An electron wave that fits once into a length L has a kinetic energy of about 150 eV Å²/L². In this crystal, α-cristobalite, the cell edges are about 5 Å along a and b and 7 Å along c, which gives 6 eV and 3 eV for one full wave per cell. The energy goes with the square of the wave vector, so a fifth of a full wave along a costs only a twenty-fifth of 6 eV. These magnitudes already set the scale on which the lowest empty level rises away from the zone centre: a few tenths of an eV to nearly 3 eV.

VASP 6.6.1, PBEsol with the recommended PAW PBE potentials, for α-cristobalite SiO2 (P4_12_12, 12-atom cell) at the given geometry, without spin polarisation or spin-orbit coupling. Plane-wave cutoff 520 eV, 5×5×3 k mesh, Gaussian smearing of 0.02 eV; levels are Kohn-Sham energies counted from the valence top on this mesh.

| point a (reciprocal cell vector) | point b (reciprocal cell vector) | point c (reciprocal cell vector) | level point (row) | level under 1 (eV) | level over 1 (eV) | level over 2 (eV) |
| --- | --- | --- | --- | --- | --- | --- |
| 0.0000 | 0.0000 | 0.0000 | 1 | 0.000 | 5.711 | 8.758 |
| 0.4000 | 0.2000 | 0.0000 | 2 | -0.440 | 7.442 | 8.540 |
| 0.4000 | 0.4000 | 0.0000 | 3 | -0.503 | 8.153 | 8.779 |
| 0.0000 | 0.0000 | 0.3333 | 4 | -0.202 | 6.306 | 7.684 |
| 0.2000 | 0.2000 | 0.3333 | 5 | -0.187 | 6.975 | 8.072 |
| 0.4000 | 0.2000 | 0.3333 | 6 | -0.248 | 7.776 | 8.438 |
| 0.4000 | 0.4000 | 0.3333 | 7 | -0.438 | 8.465 | 8.869 |

The columns point a, point b and point c hold the wave vector, as fractions a, b and c of the three reciprocal cell vectors. "Level over 1" and "level over 2" are the two lowest empty levels, and "level under 1" is the highest filled one. Energies are counted from the valence top, which on this mesh lies at the zone centre. There the lowest empty level stands at 5.71 eV; this gap is called G below.

**Why a free-electron estimate has a chance**

The empty and the filled side behave very differently. Over the listed points the lowest empty level moves by 2.75 eV, the highest filled one by only 0.50 eV. A chemical picture of silica offers a reason, though no orbital weights are given here to confirm it: the top filled states are oxygen lone pairs, which overlap weakly, while the lowest empty state is s-like and spreads smoothly over the network. A spread-out state responds to a change of wave vector much as a free electron does, and in a nearly cubic network the direction matters little. The levels agree with that, since the order of their rises is exactly the order of the free-electron energies.

**The rule**

The crystal enters first through an effective mass, 0.55 of the free-electron mass. Dividing the free-electron energy by it gives

D = 11.0 (a² + b²) + 5.64 c², in eV.

For small wave vectors D is itself the rise E of the level. Further out the band bends over, and a two-level argument suggests the form of the bend. Take two levels a distance G apart at the zone centre, with a coupling that grows in proportion to the wave vector. They repel each other, and the upper one obeys E(E + G) = coupling². Divided by G, this reads

E (1 + E/G) = D, or E = (G/2) [√(1 + 4D/G) − 1].

As the levels move apart, the same coupling pushes them less effectively, so the rise slows down. The mass is the only adjusted constant. It was fitted to the lowest empty level at the six points off the centre and then rounded; the printed output follows this text.

**Two points worked by hand**

Take first the point (0.2, 0.2, 1/3). Here D = 11.0 × 0.08 + 5.64 × 0.111 = 1.51 eV, and 4D/G = 1.06. The root of 2.06 is 1.43, so E ≈ 2.86 × 0.43 ≈ 1.2 eV. The level should lie near 6.9 eV, and the calculation puts it at 6.98 eV.

At (0.4, 0.4, 0) the bend matters more. Now D = 11.0 × 0.32 = 3.52 eV, the root of 1 + 4D/G is 1.86, and E ≈ 2.5 eV. The estimated level is 8.2 eV, against a computed 8.15 eV. Without the bend the estimate would have been too high by about 1 eV. Both points belong to the fit, so they illustrate the rule and do not test it independently.

**How good it is, and what the bend means**

For the lowest empty level the rule stays within 0.04 eV at every listed point. A plain parabola with its own fitted mass misses by up to 0.2 eV. The excess of a parabola that keeps the mass 0.55 is easy to remember: relative to the true rise it is E/G, or about a tenth at 0.6 eV above the band edge. One constant mass is therefore sound only close to the band edge.

The good agreement does not settle why the band bends. A band of finite width usually falls below its first parabola further up, even without a filled partner below. A model of that kind, with s-like orbitals hopping between neighbouring silicon sites and one fitted constant, does less well, with a typical miss of 0.12 eV against 0.03 eV. Yet the two-level argument also demands a filled partner that sinks as far as the empty level rises. The highest filled level does not do this, and the table does not follow the deeper ones. The formula is therefore best read as a good description of the bend, with its cause left open.

**The second empty level marks the limit**

The second empty level looks irregular at first: from the zone centre to (0, 0, 1/3) it falls from 8.76 to 7.68 eV, while the first one rises. Folding explains this. The cell holds twice as many silicon atoms as the smallest cell of the ideal, diamond-like network, so the same band should appear a second time, shifted by one reciprocal vector. At the centre the shifted wave has a full vector along c; at (0, 0, 1/3) only two thirds of it remain, and the energy drops.

The rule can thus be used again with the same mass, by replacing one component with one minus itself: either c, or the larger of a and b, whichever gives the smaller D. This is a real test, because the second level took no part in the fit. Where the estimated rise is below 3 eV, at three of the seven points, it agrees within 0.09 eV. At the other four the estimate is too high by 0.3 to 0.5 eV. The limit of 3 eV is itself read from these misses, so it is a rough guide and not a tested boundary. Off the centre, the estimate fails just where a second folded wave, found by shifting another of the three components, has nearly the same energy as the first. Mixing of such waves by the lattice, which would hold the lowest mixture down, is a possible cause. At the centre itself the two waves of equal energy run up and down c, and the screw axis of the crystal keeps them from mixing, so the miss there needs another cause. It is about as large as the miss at (0.4, 0.4, 0), so that other cause may well act off the centre too.

**Using it**

For a wave vector between the listed ones, compute D, apply the bend and add G; if E comes out above 3 eV, treat the result as an upper estimate. For the vertical gap at that point, add the depth of the sunken filled level, which is 0.2 to 0.5 eV at the listed points off the centre and less close to it. Take G from the same calculation as the levels to be estimated. Here it comes from a semilocal functional, which places the gap of silica several eV too low, so the rises are more useful than the absolute positions. The structure was also taken as given and not relaxed: sizeable forces and a compressive pressure remain, and their effect on G and on the fitted mass was not tested.

Output of the analysis:

```
fit of unbent on 6 rows (free1 > 0): coefficient of free1 1.806 +/- 0.012; rms 0.0405, worst 0.4 -0.0665, leave-one-out rms 0.0491
  rows outside the fit (model, value, miss): 0.0 0, 0, 0
Lowest empty level by the hand rule (eV):
  row  free-electron energy  divided by mass  estimated rise  computed rise  estimate less computed
  0.0                     0                0               0              0                       0
  0.4                 1.212            2.204           1.699          1.731                 -0.0325
  0.4                 1.939            3.526           2.463          2.442                 0.02133
  0.0                0.3446           0.6266          0.5698          0.595                -0.02523
  0.2                0.8294            1.508           1.239          1.264                -0.02481
  0.4                 1.557             2.83           2.076          2.065                 0.01078
  0.4                 2.284            4.152            2.79          2.754                 0.03572
Second empty level by the same rule (eV):
  row  folded free-electron energy  estimated rise  computed rise  estimate less computed
  0.0                        3.102           3.498          3.047                   0.451
  0.4                        2.424           2.917          2.829                 0.08819
  0.4                        3.151           3.538          3.068                  0.4699
  0.0                        1.379           1.885          1.973                -0.08799
  0.2                        1.864           2.389          2.361                 0.02816
  0.4                        2.591           3.065          2.727                  0.3384
  0.4                        3.318           3.672          3.158                   0.514
Free-electron energy for one full reciprocal vector along a or b (eV): 6.06
Free-electron energy for one full reciprocal vector along c (eV): 3.102
Fitted mass (free-electron masses): 0.5536
Smallest mass from a single row (free-electron masses): 0.5246
Largest mass from a single row (free-electron masses): 0.5595
Hand rule, rms miss over the six points off centre (eV): 0.02632
Hand rule, largest miss (eV): 0.03572
Plain parabola with its own fitted mass, rms miss (eV): 0.1482
Plain parabola, largest miss (eV): 0.1971
Network hopping model, rms miss (eV): 0.1213
Span of the highest filled level (eV): 0.503
Second level, largest miss where the estimated rise is below 3 eV (eV): 0.08819
Second level, smallest overshoot where the estimated rise is above 3 eV (eV): 0.3384
```
